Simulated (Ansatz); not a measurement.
## CdS (F-43m) under several functionals

**Experimental background.**

From a printed reference work, monograph, for a bulk crystal of CdS at 300 K: lattice constant a 5.825 Å.

Plane-wave DFT in Ansatz with scalar-relativistic PAW potentials. The same structure was relaxed (cell and atoms, symmetry kept) in separate runs at each level. No spin polarisation.

Problem. How do the levels LDA, PBE, PBE+D3(BJ), PBEsol, r2SCAN compare?

Solution.
```tsv
level	cutoff (eV)	k mesh	V (Å³/atom)	a (Å)	gap (eV)	B0 (GPa)
LDA	420	8×8×8	23.844	5.757	0.95	–
PBEsol	420	8×8×8	24.701	5.825	1.01	–
PBE+D3(BJ)	420	8×8×8	25.063	5.853	1.12	–
r2SCAN	500	8×8×8	25.394	5.879	1.54	60
PBE	420	8×8×8	26.019	5.926	1.04	53
```

The usual order of volumes, LDA < PBEsol < PBE, holds here (23.844, 24.701, 26.019 Å³/atom). As a rule LDA overbinds; PBEsol, built on the gradient expansion of slowly varying densities, lies between LDA and PBE; PBE's stronger gradient term for exchange weakens bonds. Adding D3 to PBE changes the volume by -3.7 %; the term is attractive, so it pulls cells in. r2SCAN lies 2.4 % under PBE in volume. B0 goes from 60.5 to 53.4 GPa as the volume grows by 2.5 %; on one curve with B' = 4.5 the volume alone, B ∝ V^(−B'), would give 54.2 GPa, and the rest of the difference is the functional's own stiffness. Each gap belongs to its own cell, so it mixes the functional's effect with that of the volume; gaps are the least found on the k mesh or on a band path.

For PBE: Against the measured lattice constant a of CdS, 5.825 Å (300 K; a printed reference work, monograph), the calculated 5.926 Å is off by +1.7 %. The calculations are for 0 K without zero-point motion.

This zinc-blende form isn't the usual stable structure of the compound.